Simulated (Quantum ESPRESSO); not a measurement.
ZrC: relaxation of cell and atoms with PBEsol

ZrC:

```
CELL_PARAMETERS angstrom
0.00000 2.36500 2.36500
2.36500 0.00000 2.36500
2.36500 2.36500 0.00000
ATOMIC_POSITIONS crystal
Zr 0.50000 0.50000 0.50000
C 0.00000 0.00000 0.00000
```

```yaml
Program: Quantum ESPRESSO 7.5
Task: relaxation of cell and atoms
Functional: PBEsol
Potentials_or_basis: GBRV 1.5 PBEsol
Cutoff: 707 eV
Density_cutoff: 5633 eV
k_mesh: 10 × 10 × 10
Occupations: fermi-dirac, width 0.05 eV
Spin: no spin polarisation
Target_pressure: 2 GPa
Mixing_beta: 0.5
Most_SCF_iterations: 120
SCF_threshold: 4e-10 Ry
Most_ionic_steps: 40
Forc_conv_thr: 0.0004 Ry/bohr
Etot_conv_thr: 1e-05 Ry
Ion_dynamics: bfgs
Cell_dynamics: bfgs
Press_conv_thr: 0.3 kbar
```

```yaml
Relaxed_volume: 12.61 Å³/atom
Relaxed_cell: a = 3.292 Å, b = 3.292 Å, c = 3.292 Å, α = 60.00°, β = 60.00°, γ = 60.00°
Space_group_after_relaxing_to_0.05_Å: Fm-3m (No. 225)
Energy_change_on_relaxing_the_enthalpy_is_what_falls: -13.4 meV/atom
Ionic_steps: 4
Pressure_after_relaxing: 2.0 GPa
Band_gap_on_the_k_mesh: none (metal or under the smearing width)
```

Step by step:
```
step  energy change (eV)  largest force (eV/Å)  pressure (GPa)  volume (Å³)
   1              0.0000                0.0000           -8.55        26.46
   2             -0.0238                0.0000            3.64        25.06
   3             -0.0269                0.0000            1.88        25.24
   4             -0.0268                0.0000            2.00        25.23
```

Final structure:
```
Zr C
1.0
     0.00000    2.32775    2.32775
     2.32775    0.00000    2.32775
     2.32775    2.32775    0.00000
Zr C
1 1
Direct
  0.50000 0.50000 0.50000
  0.00000 0.00000 0.00000
```

Levels at points of the mesh, in eV from the Fermi level:
```tsv
k point	band 6	band 7	band 8	band 9	band 10	band 11
(0.00, 0.00, 0.00)	0.95	0.95	0.95	1.06	1.06	1.06
(0.00, 0.00, -0.50)	-5.46	-3.05	-3.05	4.64	4.64	5.50
(0.00, -0.50, -0.50)	-2.03	-1.92	0.09	0.09	4.61	5.88
```

Run time: 35 s on 2 MPI ranks on Arm Neoverse V1, with other jobs on the host, peak memory 0.22 GiB a rank.
